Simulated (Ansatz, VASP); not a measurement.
# AlSi2: VASP beside Ansatz, part 2 of 2

Wanted: the spread between two codes on one cell, functional and k mesh. The cell is generated by rule, not measured, and may not be a known phase. The cell is taken from a series of runs on this material, whose earlier steps may have relaxed, scaled, displaced or heated it; both programs get it as it stands.

VASP 6.6.1 and Ansatz 0.2.0.

So far: Starting point; Ansatz: zone-centre phonons, RPBE; VASP: zone-centre phonons, RPBE.

## Step 3: VASP: zone-centre phonons, RPBE (continued)

Level of this step: RPBE; plane waves and PAW (Al, Si); invented cell (VASP).

Numbers of over 12 decimals in the logs are rounded to 6 here.

OUTCAR, selected parts (step 3):

```text
ion  position               nearest neighbor table
   1  0.780  0.030  0.750-   2 2.75   2 2.75   6 2.76   5 2.76   4 2.86   4 2.86   3 2.86   3 2.86
                             6 2.97   5 2.97   5 2.97   6 2.97   3 3.08   4 3.08
   2  0.220  0.970  0.250-   1 2.75   1 2.75   3 2.76   4 2.76   5 2.86   5 2.86   6 2.86   6 2.86
                             3 2.97   4 2.97   4 2.97   3 2.97   6 3.08   5 3.08
   3  0.183  0.665  0.518-   4 2.52   6 2.55   5 2.59   5 2.59   2 2.76   1 2.86   1 2.86   4 2.91
                             2 2.97   2 2.97   1 3.08
   4  0.647  0.665  0.982-   3 2.52   5 2.55   6 2.59   6 2.59   2 2.76   1 2.86   1 2.86   3 2.91
                             2 2.97   2 2.97   1 3.08
   5  0.353  0.335  0.018-   6 2.52   4 2.55   3 2.59   3 2.59   1 2.76   2 2.86   2 2.86   6 2.91
                             1 2.97   1 2.97   2 3.08
   6  0.817  0.335  0.482-   5 2.52   3 2.55   4 2.59   4 2.59   1 2.76   2 2.86   2 2.86   5 2.91
                             1 2.97   1 2.97   2 3.08

  LATTYP: Found a body centered orthorhombic cell.
 ALAT       =     4.4735659798
 B/A-ratio  =     1.2127653088
 C/A-ratio  =     1.7218763910

 Subroutine GETGRP returns: Found  8 space group operations
 (whereof  4 operations were pure point group operations)

The static configuration has the point symmetry C_2h.
 The point group associated with its full space group is D_2h.

 Found    171 irreducible k-points:

   k-points           NKPTS =    171   k-points in BZ     NKDIM =    171   number of bands    NBANDS=     17

   dimension x,y,z NGX =    40 NGY =   40 NGZ =   40
   dimension x,y,z NGXF=    80 NGYF=   80 NGZF=   80

   ENCUT  =  500.0 eV  36.75 Ry    6.06 a.u.   9.51  9.51  9.51*2*pi/ulx,y,z

   NELECT =      22.0000    total number of electrons

 k-points in reciprocal lattice and weights: Automatic mesh
   0.00000000  0.00000000  0.00000000       0.001
   0.10000000  0.00000000  0.00000000       0.004
   0.20000000  0.00000000  0.00000000       0.004
   0.30000000  0.00000000  0.00000000       0.004
   0.40000000 -0.00000000  0.00000000       0.004
   0.50000000 -0.00000000  0.00000000       0.002
  -0.00000000  0.10000000  0.00000000       0.004
   0.10000000  0.10000000  0.00000000       0.008
   0.20000000  0.10000000  0.00000000       0.008
[...]
-----------------------------------------------------------------------------------
    total drift:                               -0.000000     -0.000000      0.000000

 Eigenvectors and eigenvalues of the dynamical matrix
 ----------------------------------------------------

   1 f  =   10.297383 THz    64.700363 2PiTHz  343.483713 cm-1    42.586534 meV
             X         Y         Z           dx          dy          dz
      0.000000  4.069039  0.233189     0.000000    0.646977    0.000000
      2.236783 -1.356346  3.618274    -0.000000   -0.646977    0.000000
      2.236783  0.097600  1.269487    -0.000000    0.000250   -0.201768
      2.236783  2.615093  1.269487    -0.000000    0.000250    0.201768
     -0.000000  0.097600  2.581977     0.000000   -0.000250   -0.201768
      0.000000  2.615093  2.581977     0.000000   -0.000250    0.201768

   2 f  =    8.876582 THz    55.773207 2PiTHz  296.090890 cm-1    36.710575 meV
             X         Y         Z           dx          dy          dz
      0.000000  4.069039  0.233189    -0.000000   -0.000000    0.091685
      2.236783 -1.356346  3.618274     0.000000    0.000000   -0.091685
      2.236783  0.097600  1.269487     0.000000    0.093696    0.486845
      2.236783  2.615093  1.269487     0.000000   -0.093696    0.486845
     -0.000000  0.097600  2.581977    -0.000000    0.093696   -0.486845
      0.000000  2.615093  2.581977    -0.000000   -0.093696   -0.486845

   3 f  =    8.404560 THz    52.807406 2PiTHz  280.345937 cm-1    34.758451 meV
             X         Y         Z           dx          dy          dz
      0.000000  4.069039  0.233189    -0.105356    0.000000   -0.000000
      2.236783 -1.356346  3.618274     0.105356   -0.000000    0.000000
      2.236783  0.097600  1.269487     0.494419    0.000000   -0.000000
      2.236783  2.615093  1.269487     0.494419   -0.000000   -0.000000
     -0.000000  0.097600  2.581977    -0.494419    0.000000    0.000000
      0.000000  2.615093  2.581977    -0.494419   -0.000000    0.000000

   4 f  =    8.370455 THz    52.593120 2PiTHz  279.208325 cm-1    34.617405 meV
             X         Y         Z           dx          dy          dz
      0.000000  4.069039  0.233189     0.000000    0.000000   -0.306612
      2.236783 -1.356346  3.618274    -0.000000    0.000000    0.306612
      2.236783  0.097600  1.269487    -0.000000    0.446911   -0.057139
      2.236783  2.615093  1.269487    -0.000000   -0.446911   -0.057139
     -0.000000  0.097600  2.581977     0.000000    0.446911    0.057139
      0.000000  2.615093  2.581977     0.000000   -0.446911    0.057139

   5 f  =    7.375826 THz    46.343682 2PiTHz  246.031075 cm-1    30.503952 meV
             X         Y         Z           dx          dy          dz
      0.000000  4.069039  0.233189     0.000000   -0.000000   -0.000000
      2.236783 -1.356346  3.618274     0.000000    0.000000    0.000000
      2.236783  0.097600  1.269487    -0.500000    0.000000   -0.000000
      2.236783  2.615093  1.269487     0.500000   -0.000000    0.000000
     -0.000000  0.097600  2.581977     0.500000   -0.000000   -0.000000
      0.000000  2.615093  2.581977    -0.500000    0.000000   -0.000000

   6 f  =    6.965033 THz    43.762592 2PiTHz  232.328489 cm-1    28.805048 meV
             X         Y         Z           dx          dy          dz
      0.000000  4.069039  0.233189     0.000000    0.000000   -0.280496
      2.236783 -1.356346  3.618274    -0.000000    0.000000   -0.280496
      2.236783  0.097600  1.269487    -0.000000   -0.438470    0.135665
      2.236783  2.615093  1.269487     0.000000    0.438470    0.135665
     -0.000000  0.097600  2.581977     0.000000    0.438470    0.135665
      0.000000  2.615093  2.581977    -0.000000   -0.438470    0.135665

   7 f  =    5.700227 THz    35.815585 2PiTHz  190.139118 cm-1    23.574236 meV
             X         Y         Z           dx          dy          dz
      0.000000  4.069039  0.233189    -0.581231   -0.000000   -0.000000
      2.236783 -1.356346  3.618274    -0.581231    0.000000   -0.000000
      2.236783  0.097600  1.269487     0.284755    0.000000   -0.000000
      2.236783  2.615093  1.269487     0.284755   -0.000000    0.000000
     -0.000000  0.097600  2.581977     0.284755    0.000000   -0.000000
      0.000000  2.615093  2.581977     0.284755    0.000000    0.000000

   8 f  =    5.642504 THz    35.452899 2PiTHz  188.213679 cm-1    23.335512 meV
             X         Y         Z           dx          dy          dz
      0.000000  4.069039  0.233189     0.000000   -0.283064    0.000000
      2.236783 -1.356346  3.618274     0.000000    0.283064    0.000000
      2.236783  0.097600  1.269487    -0.000000   -0.062507   -0.453905
      2.236783  2.615093  1.269487    -0.000000   -0.062507    0.453905
     -0.000000  0.097600  2.581977    -0.000000    0.062507   -0.453905
      0.000000  2.615093  2.581977    -0.000000    0.062507    0.453905

   9 f  =    5.499463 THz    34.554148 2PiTHz  183.442354 cm-1    22.743943 meV
             X         Y         Z           dx          dy          dz
      0.000000  4.069039  0.233189     0.000000   -0.000000   -0.508986
      2.236783 -1.356346  3.618274     0.000000    0.000000   -0.508986
      2.236783  0.097600  1.269487     0.000000    0.240294    0.250451
      2.236783  2.615093  1.269487    -0.000000   -0.240294    0.250451
     -0.000000  0.097600  2.581977    -0.000000   -0.240294    0.250451
      0.000000  2.615093  2.581977    -0.000000    0.240294    0.250451

  10 f  =    4.917841 THz    30.899706 2PiTHz  164.041515 cm-1    20.338547 meV
             X         Y         Z           dx          dy          dz
      0.000000  4.069039  0.233189    -0.000000    0.238883   -0.000000
      2.236783 -1.356346  3.618274    -0.000000    0.238883   -0.000000
      2.236783  0.097600  1.269487    -0.000000   -0.117492    0.455700
      2.236783  2.615093  1.269487     0.000000   -0.117492   -0.455700
     -0.000000  0.097600  2.581977    -0.000000   -0.117492   -0.455700
      0.000000  2.615093  2.581977     0.000000   -0.117492    0.455700

  11 f  =    4.221216 THz    26.522680 2PiTHz  140.804596 cm-1    17.457537 meV
             X         Y         Z           dx          dy          dz
      0.000000  4.069039  0.233189    -0.000000   -0.035993   -0.000000
      2.236783 -1.356346  3.618274     0.000000    0.035993   -0.000000
      2.236783  0.097600  1.269487     0.000000    0.496077   -0.057091
      2.236783  2.615093  1.269487    -0.000000    0.496077    0.057091
     -0.000000  0.097600  2.581977     0.000000   -0.496077   -0.057091
      0.000000  2.615093  2.581977    -0.000000   -0.496077    0.057091

  12 f  =    4.112823 THz    25.841629 2PiTHz  137.189009 cm-1    17.009262 meV
             X         Y         Z           dx          dy          dz
      0.000000  4.069039  0.233189     0.000000   -0.000000    0.000000
      2.236783 -1.356346  3.618274    -0.000000    0.000000   -0.000000
      2.236783  0.097600  1.269487    -0.500000    0.000000   -0.000000
      2.236783  2.615093  1.269487     0.500000    0.000000    0.000000
     -0.000000  0.097600  2.581977    -0.500000   -0.000000   -0.000000
      0.000000  2.615093  2.581977     0.500000   -0.000000    0.000000

  13 f  =    3.180519 THz    19.983791 2PiTHz  106.090698 cm-1    13.153564 meV
             X         Y         Z           dx          dy          dz
      0.000000  4.069039  0.233189     0.699214   -0.000000    0.000000
      2.236783 -1.356346  3.618274    -0.699214   -0.000000   -0.000000
      2.236783  0.097600  1.269487     0.074498    0.000000   -0.000000
      2.236783  2.615093  1.269487     0.074498    0.000000   -0.000000
     -0.000000  0.097600  2.581977    -0.074498   -0.000000   -0.000000
      0.000000  2.615093  2.581977    -0.074498   -0.000000    0.000000
    [... 43 further lines ...]
     -0.000000  0.097600  2.581977    -0.000000    0.001696    0.410937
      0.000000  2.615093  2.581977    -0.000000   -0.001696    0.410937

 ELASTIC MODULI CONTR FROM IONIC RELAXATION (kBar)
 Direction    XX          YY          ZZ          XY          YZ          ZX
 --------------------------------------------------------------------------------
 XX         -62.2269    -47.1594    -20.2686      0.0000     -0.0000     -0.0000
 YY         -47.1594   -418.7591   -170.3540      0.0000     -0.0000     -0.0000
 ZZ         -20.2686   -170.3540   -566.9843      0.0000     -0.0000     -0.0000
 XY           0.0000      0.0000      0.0000    -14.7506      0.0000     -0.0000
 YZ          -0.0000     -0.0000     -0.0000      0.0000    -22.8730     -0.0000
 ZX          -0.0000     -0.0000     -0.0000     -0.0000     -0.0000    -47.5422
 --------------------------------------------------------------------------------
```

## Step 4: Side by side

Known differences besides the potentials themselves: the cutoff is 420 eV in Ansatz and 500 eV in VASP; Ansatz makes its cores anew for this functional, VASP keeps those of its PBE data sets. Total energies have different zeros and are not compared.

Compared:

| quantity | Ansatz | VASP | difference |
| --- | --- | --- | --- |
| optical mode 1 (cm⁻¹) | 70.4 | 69.2 | +1.79 % |
| optical mode 2 (cm⁻¹) | 83.9 | 82.6 | +1.62 % |
| optical mode 3 (cm⁻¹) | 107.5 | 106.1 | +1.36 % |
| optical mode 4 (cm⁻¹) | 137.2 | 137.2 | +0.04 % |
| optical mode 5 (cm⁻¹) | 140.5 | 140.8 | -0.21 % |
| optical mode 6 (cm⁻¹) | 164.8 | 164.0 | +0.46 % |
| optical mode 7 (cm⁻¹) | 184.3 | 183.4 | +0.47 % |
| optical mode 8 (cm⁻¹) | 189.1 | 188.2 | +0.45 % |
| optical mode 9 (cm⁻¹) | 191.8 | 190.1 | +0.86 % |
| optical mode 10 (cm⁻¹) | 232.8 | 232.3 | +0.22 % |
| optical mode 11 (cm⁻¹) | 247.4 | 246.0 | +0.56 % |
| optical mode 12 (cm⁻¹) | 280.7 | 279.2 | +0.53 % |
| optical mode 13 (cm⁻¹) | 281.8 | 280.3 | +0.50 % |
| optical mode 14 (cm⁻¹) | 297.6 | 296.1 | +0.51 % |
| optical mode 15 (cm⁻¹) | 344.1 | 343.5 | +0.19 % |

Modes are paired by rising frequency, not by their patterns, so a pair may set unlike modes beside each other; they are those without the splitting of longitudinal modes.

## Step 5: What came out

```json
{"r.m.s. difference of the optical zone-centre modes, each program's sorted by frequency (zone-centre phonons, RPBE)": "1.1 cm⁻¹", "difference in optical mode 1 (zone-centre phonons, RPBE)": "+1.8 %"}
```

What this shows: The r.m.s. difference of the optical zone-centre modes, each program's sorted by frequency is 1.1 cm⁻¹ (zone-centre phonons, RPBE). Among the rows given in per cent, the largest difference of the zone-centre phonons, RPBE pair is in optical mode 1, +1.8 %. How closely two codes agree says nothing of how well the functional describes the real material.

[Lines on the potential files, build, host, timing and source positions are cut from VASP's logs without a mark.]

[Logs are printed without paths, hosts, clocks, repeated set-up lines and the standing remarks that a program may print on its own settings, such as how far it seeks lower states.]

[Hosts, paths, dates, database ids (printed as entryN), source tags and the programs' standing remarks are cut or masked in the printed files.]
